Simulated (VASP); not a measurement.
## SnO (zincblende): gaps by functional in VASP

```
Sn O
1.0
     0.00000    2.70821    2.70821
     2.70821    0.00000    2.70821
     2.70821    2.70821    0.00000
Sn O
1 1
Direct
  0.00000 0.00000 0.00000
  0.25000 0.25000 0.25000
```

All runs share this cell. Band v is the last that the valence electrons fill when counted band by band, and c is the next. A negative gap between them is a band overlap, as in a metal.

| level | gap (eV) | least direct gap (eV) | pressure (GPa) |
| --- | --- | --- | --- |
| PBE | -0.19 | 0.09 | 2.4 |
| r²SCAN | -0.19 | 0.02 | 0.3 |
| LDA | -0.20 | 0.08 | -3.1 |
| PBEsol | -0.20 | 0.08 | -1.2 |
| PBE with spin–orbit coupling | -0.20 | 0.07 | – |
